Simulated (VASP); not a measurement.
# ZrC: relaxation of cell and atoms with LDA

ZrC:

```
Zr C
1.0
     0.00000    2.32262    2.32262
     2.32262    0.00000    2.32262
     2.32262    2.32262    0.00000
Zr C
1 1
Direct
  0.50000 0.50000 0.50000
  0.00000 0.00000 0.00000
```

```yaml
Program: VASP 6.6.1
Task: relaxation of cell and atoms
Functional: LDA
Potentials_or_basis: VASP PAW LDA potentials, release 64 (Zr_sv, C)
Cutoff: 600 eV
k_mesh: 14 × 14 × 14
Occupations: methfessel-paxton, width 0.1 eV
Spin: no spin polarisation
Further_INCAR_settings: ALGO = Normal; EDIFF = 1e-07; IBRION = 2; EDIFFG = -0.005; NSW = 90; ISIF = 3
```

| Property | Result |
| --- | --- |
| Pressure after relaxing | 0.0 GPa |
| Band gap on the k mesh | none (metal or under the smearing width) |

Final structure:
```
CELL_PARAMETERS angstrom
0.00000 2.32262 2.32262
2.32262 0.00000 2.32262
2.32262 2.32262 0.00000
ATOMIC_POSITIONS crystal
Zr 0.50000 0.50000 0.50000
C 0.00000 0.00000 0.00000
```

Levels at points of the mesh, in eV from the Fermi level:
| k point | band 4 | band 5 | band 6 | band 7 | band 8 | band 9 | band 10 | band 11 | band 12 |
| --- | --- | --- | --- | --- | --- | --- | --- | --- | --- |
| (0.00, 0.00, 0.00) | -25.53 | -11.30 | 0.92 | 0.92 | 0.92 | 1.02 | 1.02 | 1.02 | 2.87 |
| (0.50, 0.00, 0.00) | -25.62 | -7.97 | -5.47 | -3.08 | -3.08 | 4.62 | 4.62 | 5.49 | 6.69 |
| (0.50, 0.50, 0.00) | -25.86 | -10.15 | -1.98 | -1.95 | 0.09 | 0.09 | 4.61 | 5.86 | 5.86 |

Run time: 20 s on 1 thread of Intel(R) Xeon(R) 6975P-C (Granite Rapids) (shared host), peak memory 0.17 GiB.

Caveat: the relaxation stopped at its first step, so nothing moved.
